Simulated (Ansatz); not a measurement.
# Ti2Co: magnetic states

An exercise on one series of results from a longer session: the logs are not shown, and one member is left open.

Computed with Ansatz 0.2.0 (DFT r2SCAN, scalar-relativistic, plane waves, PAW, unless a step's input says otherwise).

1 further run of the same task is left out (set aside as unsound or not needed). Runs told in other sessions of the task aren't counted.

**The starting structure**

It takes space group Fd-3m (No. 227, cubic). The conventional cell has a = 6.730 Å, b = 6.730 Å, c = 6.730 Å, α = 90.00°, β = 90.00°, γ = 90.00°. Ti (site symmetry -3m) has 6 Ti at 2.38 Å and 6 Co at 2.79 Å in its first shell of neighbours. Co (site symmetry -43m) is surrounded by 12 Ti at 2.79 Å and 4 Co at 2.91 Å.

Coordinates:

```
CELL_PARAMETERS angstrom
0.00000 3.36500 3.36500
3.36500 0.00000 3.36500
3.36500 3.36500 0.00000
ATOMIC_POSITIONS crystal
Ti 0.12500 0.12500 0.12500
Ti 0.62500 0.12500 0.12500
Ti 0.12500 0.12500 0.62500
Ti 0.12500 0.62500 0.12500
Co 0.50000 0.50000 0.50000
Co 0.75000 0.75000 0.75000
```

The structure comes from the Crystallography Open Database; it is used as listed.

**The base run, which the others are set against**

The input, input.yaml:

```yaml
crystal:
  lattice:
    - [0.0, 3.365, 3.365]
    - [3.365, 0.0, 3.365]
    - [3.365, 3.365, 0.0]
  atoms:
    - { symbol: Ti, position: [0.125, 0.125, 0.125], spin: 0.27 }
    - { symbol: Ti, position: [0.625, 0.125, 0.125], spin: 0.27 }
    - { symbol: Ti, position: [0.125, 0.125, 0.625], spin: 0.27 }
    - { symbol: Ti, position: [0.125, 0.625, 0.125], spin: 0.27 }
    - { symbol: Co, position: [0.5, 0.5, 0.5], spin: 1.55 }
    - { symbol: Co, position: [0.75, 0.75, 0.75], spin: 1.55 }
basis:
  ecutwfc: 500
kpoints:
  mp_grid: { grid: [10, 10, 10] }
hamiltonian:
  xc: r2scan
scf:
  occupations: { method: gaussian, width: 0.1 }
output:
  forces: true
  stress: true
  eigenvalues: true
  populations: true
magnetization:
  spin_polarized: true
```

It was run beforehand and gave: -3379.4455 eV/atom at zero smearing, pressure 23.96 GPa, largest force 0.000 eV/Å, no gap on the mesh, site moments Ti +0.17 (×4), Co +1.44 (×2) μB, in 20 SCF cycles and 71 s.

The first run:

The input, input.yaml:

```yaml
crystal:
  lattice:
    - [0.0, 3.365, 3.365]
    - [3.365, 0.0, 3.365]
    - [3.365, 3.365, 0.0]
  atoms:
    - { symbol: Ti, position: [0.125, 0.125, 0.125] }
    - { symbol: Ti, position: [0.625, 0.125, 0.125] }
    - { symbol: Ti, position: [0.125, 0.125, 0.625] }
    - { symbol: Ti, position: [0.125, 0.625, 0.125] }
    - { symbol: Co, position: [0.5, 0.5, 0.5] }
    - { symbol: Co, position: [0.75, 0.75, 0.75] }
basis:
  ecutwfc: 500
kpoints:
  mp_grid: { grid: [10, 10, 10] }
hamiltonian:
  xc: r2scan
scf:
  occupations: { method: gaussian, width: 0.1 }
  lower_state_search: "off"
output:
  forces: true
  stress: true
  eigenvalues: true
```

Run with:

```sh
ansatz run input.yaml --threads 1 --pin off --max-ram 2560MiB --backend cpu --events-out ev --progress --plain --runs-dir out
```

Among the steps run: Start: no spin polarisation; Start: ferromagnetic; Magnetic start: large parallel starting moments; Magnetic start: antiferromagnetic in the cell, signs +-; Magnetic start: small parallel starting moments.

One of the session's tables, all rows but one given; the rest of the session is left out.

It belongs to the step «The magnetic starts in order of energy». 

| start | energy above the lowest (meV/atom) | pressure (GPa) |
| --- | --- | --- |
| ferromagnetic | 0.00 | 24.0 |
| large parallel starting moments | 0.00 | 24.0 |
| small parallel starting moments | 0.00 | 24.0 |
| antiferromagnetic in the cell, signs +- | ? | ? |
| no spin | 45.4 | 19.3 |

Q: Estimate the row for antiferromagnetic in the cell, signs +- from the others.

As computed: energy above the lowest (meV/atom): 16.8; pressure (GPa): 22.7. In the column «energy above the lowest (meV/atom)» it lies between small parallel starting moments (0.00) and no spin (45.4).

To keep in mind: The magnetic state reached may not be the lowest one. Warnings in the runs' records: stability check not made.
